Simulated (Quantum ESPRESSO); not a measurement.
KCl under changes of volume

One of the cells (28.294 Å³/atom); the others are scaled copies at fixed shape and fractional positions:

```
CELL_PARAMETERS angstrom
3.83920 0.00000 0.00000
0.00000 3.83920 0.00000
0.00000 0.00000 3.83920
ATOMIC_POSITIONS crystal
K 0.00000 0.00000 0.00000
Cl 0.50000 0.50000 0.50000
```

Measurements of this composition are mostly on another form, of space group No. 225.

| Item | Value |
| --- | --- |
| Program | Quantum ESPRESSO 7.5 |
| Functional | LDA |
| Potentials or basis | GBRV 1.5 LDA |
| Cutoff | 612 eV |
| Density cutoff | 4898 eV |
| k mesh | 7 × 7 × 7 |
| Occupations | fermi-dirac, width 0.05 eV |
| Spin | no spin polarisation |

```tsv
volume (Å³/atom)	energy over the lowest point (meV/atom)	pressure (GPa)	gap on the mesh (eV)
26.596	0.00	-2.5	4.65
27.162	8.69	-2.8	4.55
27.728	18.47	-3.1	4.47
28.294	29.19	-3.4	4.38
28.860	40.78	-3.6	4.30
29.426	53.06	-3.8	4.23
29.991	?	?	?
```

Task: What does the run at 29.991 Å³/atom give?

Result: Energy over the lowest point 65.92 meV/atom; pressure -3.9 GPa; gap on the mesh 4.16 eV.

Worked out: A Birch-Murnaghan fit of order 3 (a polynomial in V^(-2/3)) to the other rows has no minimum within the range. It gives 65.96 meV/atom at 29.991 Å³/atom, against the run's 65.92, and -dE/dV = -3.7 GPa, against -3.9. A straight line through the other rows of the gap, of slope -4.16 eV per unit of ln V, extrapolates to 4.14 eV, against the run's 4.16.

Energies are extrapolated to zero smearing.

Caveats: an odd mesh through Γ misses points on the zone boundary, where band edges often lie.
